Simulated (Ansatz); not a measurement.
An Ansatz run on BeTe built on the zincblende prototype left the output below. The cell was relaxed with r2SCAN and then strained (isotropic -3.0 % on every length), with the atoms relaxed again with r2SCAN; k points keep the names of the unstrained zone.

The cell given to it:
```
CELL_PARAMETERS angstrom
0.00000 2.74376 2.74376
2.74376 0.00000 2.74376
2.74376 2.74376 0.00000
ATOMIC_POSITIONS crystal
Be 0.00000 0.00000 0.00000
Te 0.25000 0.25000 0.25000
```

Abridged output:
```
scf.n_extra_bands = 4 over 9 filled bands (N_el = 18.0): the run solves 13 bands
Crystal: 2 atoms, lattice volume = 41.311 Å³
Basis set: ecut = 500 eV, 1067 PW (Γ)
Bands: 13, of which v1, the nominal top of the filled ones, is band 9 counted from 1 (8 counted from 0)
Symmetry: 24 space group operations
Space group: F-43m (ITA 216)
k-points: 29 of 512 (time reversal used)
preconditioner: auto → none  [insulator: Δε(μ)=2.078 eV  ℏωp=16.3 eV]
SCF 1 converged in 6 iterations: F = -7089.015225 eV  dr2 = 3.46e-9
NSCF: frozen V_eff on 7 k-points
Free energy (F): -7089.015225 eV
Fermi energy:    8.354541 eV
--- Forces (eV/Å), atoms counted from 1 ---
  atom   1  Be      0.00000      0.00000      0.00000
  atom   2  Te      0.00000      0.00000      0.00000
--- Stress (GPa, compression-positive) ---
        6.482569       0.000000       0.000000
        0.000000       6.482569       0.000000
        0.000000       0.000000       6.482569
  P = ⅓ Tr σ = 6.4826 GPa (64.826 kbar)
--- Band table (eV; the first three rows and the last of 29) ---
  k-point 0: bands = […, -28.8459, -28.8459, -5.0076, 8.3545, 8.3545, 8.3545, 12.2920, 12.2920, 12.2920, 13.4813]
  k-point 1: bands = […, -28.8458, -28.8458, -4.8325, 6.9142, 8.0776, 8.0776, 12.4773, 12.6930, 12.6930, 14.6169]
  k-point 2: bands = […, -28.8454, -28.8454, -4.3436, 4.6484, 7.5678, 7.5678, 12.3355, 13.2848, 13.2848, 16.4832]
  k-point 28: bands = […, -28.8472, -28.8434, -2.6868, 3.1831, 4.0862, 4.6487, 14.0872, 14.3806, 14.7413, 15.3367]
```

Levels at the listed points, from bands.tsv (eV from the Fermi energy, bands near the gap, counted from 0):
```tsv
# k_distance	band_4	band_5	band_6	band_7	band_8	band_9	band_10	band_11	band_12
# fermi_ev = 8.354541
# [0, 0, 0] at k_distance = 0.000000
# [-0.5, -0.5, 0] at k_distance = 1.144993
# [-0.375, -0.375, 0.25] at k_distance = 1.549810
# [-0.375, 0, 0.375] at k_distance = 2.250972
# [0, 0, 0.5] at k_distance = 2.952134
# [-0.5, -0.25, 0.25] at k_distance = 3.761767
# [0, 0.5, 0.5] at k_distance = 5.041909
# levels_relative_to = fermi_ev
0.000	-37.200	-13.362	0.000	0.000	0.000	3.937	3.937	3.937	5.127
1.145	-37.196	-11.088	-5.797	-3.062	-3.062	2.139	2.873	11.138	11.138
1.550	-37.198	-11.115	-5.383	-4.471	-2.588	2.947	5.812	8.862	9.391
2.251	-37.198	-11.115	-5.383	-4.471	-2.588	2.947	5.812	8.862	9.391
2.952	-37.199	-11.708	-6.303	-1.314	-1.314	3.774	4.978	4.978	8.442
3.762	-37.198	-11.041	-5.171	-4.268	-3.706	5.733	6.026	6.387	6.982
5.042	-37.196	-11.088	-5.797	-3.062	-3.062	2.139	2.873	11.138	11.138
```
In order the rows are Γ, X, U, K, L, W, X.

Question: Write the input file that gave this output.

Answer:
```yaml
crystal:
  # lattice and atoms as above
kpoints:
  mp_grid: { grid: [8, 8, 8] }
  band_path:
    path:
      - [0.0, 0.0, 0.0]
      - [-0.5, -0.5, 0.0]
      - [-0.375, -0.375, 0.25]
      - [-0.375, 0.0, 0.375]
      - [0.0, 0.0, 0.5]
      - [-0.5, -0.25, 0.25]
      - [0.0, 0.5, 0.5]
    npoints: 1
hamiltonian:
  xc: r2scan
scf:
  occupations: { method: fixed }
  n_extra_bands: 4
output:
  forces: true
  stress: true
  eigenvalues: true
```
The cutoff of 500 eV is the one that these potentials recommend for a meta-GGA. A single point prints forces and stress when the output block asks for them. Close relatives of this functional can't be ruled out from these lines alone. Not every key shows in the log; this is the file that was used.

Run as `ansatz run input.yaml --threads 2 --pin off --max-ram 29491MiB --backend cpu --events-out ev --progress --plain --runs-dir out`. Wall time 1.7 s on 2 threads of AMD EPYC 7R13 Processor (Zen 3) (shared host); peak host memory 0.56 GiB.

No spin polarisation and no zero-point or thermal motion.

Spin-orbit coupling is left out, which matters wherever the heavy atoms make up the band edges.
